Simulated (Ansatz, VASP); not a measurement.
# WC (Qusongite): VASP beside Ansatz

```xyz
2
Lattice="2.9065 0.0000 0.0000 -1.4532 2.5171 0.0000 0.0000 0.0000 2.8366" Properties=species:S:1:pos:R:3 pbc="T T T"
W     0.0000    0.0000    0.0000
C     1.4533    0.8390    1.4183
```

Alike in both runs: task single point; functional PBE; k mesh 10 × 10 × 9; occupations gaussian, width 0.013 eV; no spin polarisation.

```csv
,VASP,Ansatz
version,VASP 6.6.1,Ansatz 0.2.0
potentials or method,"VASP PAW PBE potentials, release 64 (W_sv, C)",Ansatz PAW
plane-wave cutoff (eV),520,420
valence electrons in the cell,18,18
```

```tsv
	VASP	Ansatz	Ansatz less VASP
gap on the k mesh at the Fermi level (eV)	none	none	-
pressure (GPa)	6.7	5.6	-1.13
largest component of the traceless stress (GPa)	0.43	0.61	+0.179
```

A gap of «none» marks a metal or a gap that the smearing closes. With one functional, cell and mesh, what is left measures potentials, basis and numerics.

Caveats: the pressure holds a Pulay correction of +0.3 GPa for the finite cutoff (Ansatz). Spin-orbit coupling is left out, which matters for the levels of W.
